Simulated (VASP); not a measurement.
## HfO2: equilibrium volume by level of theory

Space group P2_1/c (No. 14). a = 5.118 Å, b = 5.186 Å, c = 5.284 Å, α = 90.00°, β = 99.35°, γ = 90.00°
| atom | site | symmetry | x | y | z |
| --- | --- | --- | --- | --- | --- |
| Hf | 4e | 1 | 0.2755 | 0.0397 | 0.2080 |
| O | 4e | 1 | 0.4487 | 0.7581 | 0.4801 |
| O | 4e | 1 | 0.0742 | 0.3316 | 0.3467 |

| rung | level | program and potentials | cutoff (eV) | k mesh | equilibrium volume (Å³/atom) | notes |
| --- | --- | --- | --- | --- | --- | --- |
| LDA | LDA | VASP, LDA PAW files Hf_pv, O, 600 eV | 600 | 6 × 6 × 6 | 11.00 | - |
| GGA | PBE | VASP, PBE PAW files Hf_pv, O, 600 eV | 600 | 6 × 6 × 6 | 11.66 | - |
| GGA + dispersion | PBE+D3(BJ) | VASP, PBE PAW files Hf_pv, O, 600 eV | 600 | 6 × 6 × 6 | 11.48 | - |
| GGA | PBEsol | VASP, PBE PAW files Hf_pv, O, 600 eV | 600 | 6 × 6 × 6 | 11.27 | potentials made for PBE |
| meta-GGA | r2SCAN | VASP, PBE PAW files Hf_pv, O, 600 eV | 600 | 6 × 6 × 6 | 11.37 | potentials made for PBE |

Task: relaxation of cell and atoms. All rows: no spin polarisation. Meshes are those of the run's cell of 12 atoms unless a note names another. Relaxations start from the cell shown or near it and stop with a little pressure left. Runs on faulty files, with rough fits or with known faults for this quantity aren't shown. No row holds spin-orbit coupling.

By rung: LDA 11.00; GGA 11.27 to 11.66; GGA + dispersion 11.48; meta-GGA 11.37 (Å³/atom).
